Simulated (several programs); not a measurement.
HfS2 (P-3m1) from a database structure, relaxed with r2SCAN+rVV10 in Ansatz, was computed with several methods. It is trigonal, P-3m1 (No. 164); a = 3.630 Å, c = 5.879 Å in the conventional setting, 22.36 Å³ an atom. Hf is surrounded by 6 S at 2.54 Å; S is surrounded by 3 Hf at 2.54 Å. Calculated for a static, non-magnetic cell.

```cif
data_structure
_symmetry_space_group_name_H-M 'P-3m1'
_symmetry_Int_Tables_number 164
_cell_length_a 3.6302
_cell_length_b 3.6302
_cell_length_c 5.8787
_cell_angle_alpha 90.000
_cell_angle_beta 90.000
_cell_angle_gamma 120.000
_cell_volume 67.09
loop_
_atom_site_label
_atom_site_type_symbol
_atom_site_symmetry_multiplicity
_atom_site_Wyckoff_symbol
_atom_site_fract_x
_atom_site_fract_y
_atom_site_fract_z
_atom_site_occupancy
Hf1 Hf 1 a 0.00000 0.00000 0.00000 1
S1 S 2 d 0.66667 0.33333 0.75538 1
```

Gaps and times are for a single point on this cell; volume and bulk modulus come from each method's own relaxation or energy curve at fixed shape, which is too stiff where a cell has free coordinates or axes. Times are rough, from shared hosts (Arm Neoverse V1; NVIDIA H100 80GB HBM3), and each method has its own mesh and cell size. A double dagger marks a value from a curve with shape and coordinates held. PM7 (MOPAC), GFN1-xTB (tblite), GFN2-xTB (tblite) treat a cluster of cells at its zone centre, which samples few k points: where these miss a band edge, the gap comes out too large for that reason alone. Gaps from k meshes are read at a limited set of points (mesh, symmetry points, PBE's band edges), so each method's own least gap may be somewhat smaller. xTB and the PM methods were fitted mostly to molecules, and can miss a solid's gap by electronvolts. Minimal bases can be far off for gaps. Times of the plane-wave ladder aren't listed, since it ran on unlike processors and cards. Curves at held shape can't give the bulk modulus of a layered or molecular crystal, so none is listed. GLLB-SC's gap includes the derivative discontinuity. G0W0 is at finite bands, cutoff and mesh. d marks a direct gap, i an indirect one (no mark: not told apart), a dash a value that wasn't computed or didn't pass its checks.

```json
{"method": "PBE-D3(BJ)", "kind": "semilocal", "gap (eV)": "–", "own volume (Å³/atom)": "21.66", "bulk modulus (GPa)": "–", "atoms computed": "3", "processor time": "–"}
{"method": "r2SCAN+rVV10", "kind": "semilocal", "gap (eV)": "–", "own volume (Å³/atom)": "22.36", "bulk modulus (GPa)": "–", "atoms computed": "3", "processor time": "–"}
{"method": "PBE-D4", "kind": "semilocal", "gap (eV)": "–", "own volume (Å³/atom)": "22.13", "bulk modulus (GPa)": "–", "atoms computed": "3", "processor time": "–"}
{"method": "light PBE (260 eV and a coarse mesh)", "kind": "light plane-wave", "gap (eV)": "1.00 i", "own volume (Å³/atom)": "22.89‡", "bulk modulus (GPa)": "–", "atoms computed": "3", "processor time": "1.4 s"}
{"method": "GFN1-xTB (tblite)", "kind": "tight binding", "gap (eV)": "0.96", "own volume (Å³/atom)": "22.95‡", "bulk modulus (GPa)": "–", "atoms computed": "cluster", "processor time": "3.6 s"}
{"method": "GFN2-xTB (tblite)", "kind": "tight binding", "gap (eV)": "0.66", "own volume (Å³/atom)": "–", "bulk modulus (GPa)": "–", "atoms computed": "cluster", "processor time": "5.8 s"}
{"method": "PBE", "kind": "semilocal", "gap (eV)": "1.03 i", "own volume (Å³/atom)": "–", "bulk modulus (GPa)": "–", "atoms computed": "3", "processor time": "–"}
{"method": "LDA", "kind": "semilocal", "gap (eV)": "0.87 i", "own volume (Å³/atom)": "–", "bulk modulus (GPa)": "–", "atoms computed": "3", "processor time": "–"}
{"method": "PBE/SZV (CP2K)", "kind": "small basis", "gap (eV)": "0.73 i", "own volume (Å³/atom)": "20.42‡", "bulk modulus (GPa)": "–", "atoms computed": "3", "processor time": "7.9 s"}
{"method": "r2SCAN", "kind": "semilocal", "gap (eV)": "1.34 i", "own volume (Å³/atom)": "–", "bulk modulus (GPa)": "–", "atoms computed": "3", "processor time": "–"}
{"method": "PBE/DZVP (CP2K)", "kind": "small basis", "gap (eV)": "1.14 i", "own volume (Å³/atom)": "22.39‡", "bulk modulus (GPa)": "–", "atoms computed": "3", "processor time": "21 s"}
{"method": "PM7 (MOPAC)", "kind": "semi-empirical", "gap (eV)": "5.61", "own volume (Å³/atom)": "–", "bulk modulus (GPa)": "–", "atoms computed": "cluster", "processor time": "47 s"}
{"method": "GLLB-SC (GPAW)", "kind": "model potential", "gap (eV)": "2.10", "own volume (Å³/atom)": "–", "bulk modulus (GPa)": "–", "atoms computed": "3", "processor time": "53 s"}
{"method": "PBE/single zeta (GPAW)", "kind": "small basis", "gap (eV)": "1.03 i", "own volume (Å³/atom)": "–", "bulk modulus (GPa)": "–", "atoms computed": "3", "processor time": "64 s"}
{"method": "PBE+SOC", "kind": "semilocal", "gap (eV)": "1.02 i", "own volume (Å³/atom)": "–", "bulk modulus (GPa)": "–", "atoms computed": "3", "processor time": "–"}
{"method": "G0W0@HSE06 (220 eV screening cutoff)", "kind": "many-body", "gap (eV)": "2.32", "own volume (Å³/atom)": "–", "bulk modulus (GPa)": "–", "atoms computed": "3", "processor time": "–"}
{"method": "G0W0@r2SCAN (220 eV screening cutoff)", "kind": "many-body", "gap (eV)": "2.15", "own volume (Å³/atom)": "–", "bulk modulus (GPa)": "–", "atoms computed": "3", "processor time": "–"}
{"method": "G0W0@PBE (300 eV screening cutoff)", "kind": "many-body", "gap (eV)": "1.96", "own volume (Å³/atom)": "–", "bulk modulus (GPa)": "–", "atoms computed": "3", "processor time": "–"}
{"method": "HSE06", "kind": "hybrid", "gap (eV)": "1.85 i", "own volume (Å³/atom)": "–", "bulk modulus (GPa)": "–", "atoms computed": "3", "processor time": "–"}
{"method": "PBE0", "kind": "hybrid", "gap (eV)": "2.54 i", "own volume (Å³/atom)": "–", "bulk modulus (GPa)": "–", "atoms computed": "3", "processor time": "–"}
{"method": "G0W0@LDA (140 eV screening cutoff)", "kind": "many-body", "gap (eV)": "1.88", "own volume (Å³/atom)": "–", "bulk modulus (GPa)": "–", "atoms computed": "3", "processor time": "–"}
{"method": "G0W0@PBE0 (220 eV screening cutoff)", "kind": "many-body", "gap (eV)": "2.51", "own volume (Å³/atom)": "–", "bulk modulus (GPa)": "–", "atoms computed": "3", "processor time": "–"}
{"method": "r2SCANh", "kind": "hybrid", "gap (eV)": "1.90 i", "own volume (Å³/atom)": "–", "bulk modulus (GPa)": "–", "atoms computed": "3", "processor time": "–"}
{"method": "r2SCAN0", "kind": "hybrid", "gap (eV)": "2.76 i", "own volume (Å³/atom)": "–", "bulk modulus (GPa)": "–", "atoms computed": "3", "processor time": "–"}
{"method": "DDH-PBE0", "kind": "hybrid", "gap (eV)": "1.72 i", "own volume (Å³/atom)": "–", "bulk modulus (GPa)": "–", "atoms computed": "3", "processor time": "–"}
{"method": "HSE06+SOC", "kind": "hybrid", "gap (eV)": "1.84 i", "own volume (Å³/atom)": "–", "bulk modulus (GPa)": "–", "atoms computed": "3", "processor time": "–"}
```

Task: How far from the measured values lie the methods that can be set against them?

Result:
- Band gap, measured 1.96 eV: light PBE (260 eV and a coarse mesh) -0.96 eV, GFN1-xTB (tblite) -1.00 eV, GFN2-xTB (tblite) -1.30 eV, PBE -0.93 eV, LDA -1.09 eV, PBE/SZV (CP2K) -1.23 eV, r2SCAN -0.62 eV, PBE/DZVP (CP2K) -0.82 eV, PM7 (MOPAC) +3.65 eV, GLLB-SC (GPAW) +0.14 eV, PBE/single zeta (GPAW) -0.93 eV, PBE+SOC -0.94 eV, G0W0@HSE06 (220 eV screening cutoff) +0.36 eV, G0W0@r2SCAN (220 eV screening cutoff) +0.19 eV, G0W0@PBE (300 eV screening cutoff) 0.00 eV, HSE06 -0.11 eV, PBE0 +0.58 eV, G0W0@LDA (140 eV screening cutoff) -0.08 eV, G0W0@PBE0 (220 eV screening cutoff) +0.55 eV, r2SCANh -0.06 eV, r2SCAN0 +0.80 eV, DDH-PBE0 -0.24 eV, HSE06+SOC -0.12 eV.
- Volume, measured 22.29 Å³ an atom: PBE-D3(BJ) -2.8 %, r2SCAN+rVV10 +0.3 %, PBE-D4 -0.7 %.
The calculations are for a static lattice; samples hold vibrations, temperature and, in optical gaps, excitons. A measured value is shown where most reports agree with it, and only for the quantities listed. Sources: 1.96 eV (fundamental indirect gap, first of three quoted experimental values; “Stress-Tuned Optical Transitions in Layered 1T-MX2 (M=Hf, Zr, Sn; X=S, Se) Crystals”; Literature value, temperature not stated; other quoted experiments give 1.80 and 1.87 eV.; 2022; pmc:9565717); 22.29 Å³ an atom (from the lattice constants; a, quoted experimental value; “Stress-Tuned Optical Transitions in Layered 1T-MX2 (M=Hf, Zr, Sn; X=S, Se) Crystals”; Literature value; measurement temperature not stated.; 2022; pmc:9565717).

Only the rows marked +SOC include spin-orbit coupling.
